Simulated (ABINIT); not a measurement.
The system is KCl.

```
K Cl
1.0
     3.83920    0.00000    0.00000
     0.00000    3.83920    0.00000
     0.00000    0.00000    3.83920
K Cl
1 1
Direct
  0.00000 0.00000 0.00000
  0.50000 0.50000 0.50000
```

Measurements of this composition are mostly on another form, of space group No. 225.

```yaml
Program: ABINIT 10.8.3 (patched build)
Task: relaxation of cell and atoms
Functional: PBEsol
Potentials_or_basis: PseudoDojo NC SR PBEsol v0.4 stringent
Cutoff: 1007 eV
k_mesh: 5 × 5 × 5
Occupations: fermi-dirac, width 0.05 eV
Spin: no spin polarisation
```

At the start: pressure -1.4 GPa; volume 28.29 Å³/atom.

How do energy, volume and symmetry change on relaxing?

Over 5 steps the energy falls by 10.7 meV/atom and the volume is 26.10 Å³/atom (-7.7 %); space group Pm-3m (No. 221, to 0.05 Å).

The path:
```tsv
step	energy change (eV)	largest force (eV/Å)	pressure (GPa)	volume (Å³)
1	0.0000	0.0000	-1.45	56.59
2	-0.0022	0.0000	-1.39	56.34
3	-0.0210	0.0000	0.26	51.61
4	-0.0215	0.0000	-0.03	52.28
5	-0.0215	0.0000	0.00	52.21
```

Final structure:
```
CELL_PARAMETERS angstrom
3.73743 0.00000 0.00000
0.00000 3.73743 0.00000
0.00000 0.00000 3.73743
ATOMIC_POSITIONS crystal
K 0.00000 0.00000 0.00000
Cl 0.50000 0.50000 0.50000
```
